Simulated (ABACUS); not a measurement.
A run of ABACUS 3.10.1 is set up as follows.

File INPUT:

```
INPUT_PARAMETERS
suffix              GaAs
calculation         nscf
basis_type          pw
pseudo_dir          ./
symmetry            -1
dft_functional      MGGA_X_R2SCAN+MGGA_C_R2SCAN
ecutwfc             97.0
pseudo_rcut         10
nspin               1
nbands              19
ks_solver           dav
smearing_method     fd
smearing_sigma      0.00367493
scf_thr             1e-08
scf_nmax            100
mixing_type         broyden
mixing_beta         0.7
mixing_tau          1
init_chg            file
pw_diag_thr         1e-07
out_band            1
kpar                4
```

File STRU:

```
ATOMIC_SPECIES
As 74.9216 As_ONCV_PBE-1.2.upf
Ga 69.7230 Ga_ONCV_PBE-1.2.upf

LATTICE_CONSTANT
1.8897261246

LATTICE_VECTORS
0.0000000000 2.8268500000 2.8268500000
2.8268500000 0.0000000000 2.8268500000
2.8268500000 2.8268500000 0.0000000000

ATOMIC_POSITIONS
Direct

As
0.0
1
0.2500000000 0.2500000000 0.2500000000 1 1 1

Ga
0.0
1
0.0000000000 0.0000000000 0.0000000000 1 1 1
```

Contents of KPT:

```
K_POINTS
12
Line
0.00000000 0.00000000 0.00000000 10 // G
0.50000000 0.00000000 0.50000000 10 // X
0.50000000 0.25000000 0.75000000 10 // W
0.37500000 0.37500000 0.75000000 10 // K
0.00000000 0.00000000 0.00000000 10 // G
0.50000000 0.50000000 0.50000000 10 // L
0.62500000 0.25000000 0.62500000 10 // U
0.50000000 0.25000000 0.75000000 10 // W
0.50000000 0.50000000 0.50000000 10 // L
0.37500000 0.37500000 0.75000000 1 // K
0.62500000 0.25000000 0.62500000 10 // U
0.50000000 0.00000000 0.50000000 1 // X
```

Potentials or basis: SG15 ONCV 1.2 PBE, plane waves.

Run with:

```bash
$ OMP_NUM_THREADS=1 mpirun -np 4 abacus > log
```

(1) What does it give for the band gap along the path?

Results:

(1) 0.59 eV, direct.

Caveat: the density is read from an earlier self-consistent run, whose mesh may be coarse.

**What was measured.**

“Evidence of valence band perturbations in GaAsN/GaAs(001): A combined variable-angle spectroscopic ellipsometry and modulated photoreflectance investigation”, 2008, arxiv:0805.2212 reports, for a bulk crystal of GaAs at 300 K: band gap 1.418 ± 0.005 eV (direct).

Measured gap of GaAs: 1.418 eV (direct; 300 K; “Evidence of valence band perturbations in GaAsN/GaAs(001): A combined variable-angle spectroscopic ellipsometry and modulated photoreflectance investigation”, 2008, arxiv:0805.2212). This calculation gives 0.59 eV (-0.82 eV). 3 values of this kind are on record (1.412 to 1.51 eV); this one was drawn at random among those near their median, those with a stated uncertainty first. Spin-orbit coupling on As, Ga is left out. The value is that of r2SCAN, without temperature or zero-point motion.
